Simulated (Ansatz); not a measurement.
**fcc against bcc along groups 8 to 10**

The calculation used Ansatz 0.2.0, DFT, PBE, plane waves (420 eV) with PAW, scalar-relativistic.

Each structure is relaxed within its symmetry, in the lowest magnetic state of the tried starts. Differences under about 8 meV lie within the error of the k-point mesh.

| element | E(fcc) − E(bcc) (meV/atom) | V(fcc) (Å³/atom) | V(bcc) (Å³/atom) | state of fcc | state of bcc |
| --- | --- | --- | --- | --- | --- |
| Ru | -512 | 13.85 | 14.23 | spin not included | non-magnetic |
| Os | -752 | 14.35 | 14.79 | spin not included | spin not included |
| Co | -72 | 10.92 | 11.11 | ferromagnetic | ferromagnetic |
| Rh | -349 | 14.05 | 14.51 | non-magnetic | ferromagnetic |
| Ir | -632 | 14.51 | 15.07 | non-magnetic | ferromagnetic |
| Ni | -99 | 10.90 | 10.98 | ferromagnetic | ferromagnetic |
| Pd | -46 | 15.37 | 15.46 | spin not included | non-magnetic |
| Pt | -95 | 15.66 | 15.84 | spin not included | non-magnetic |
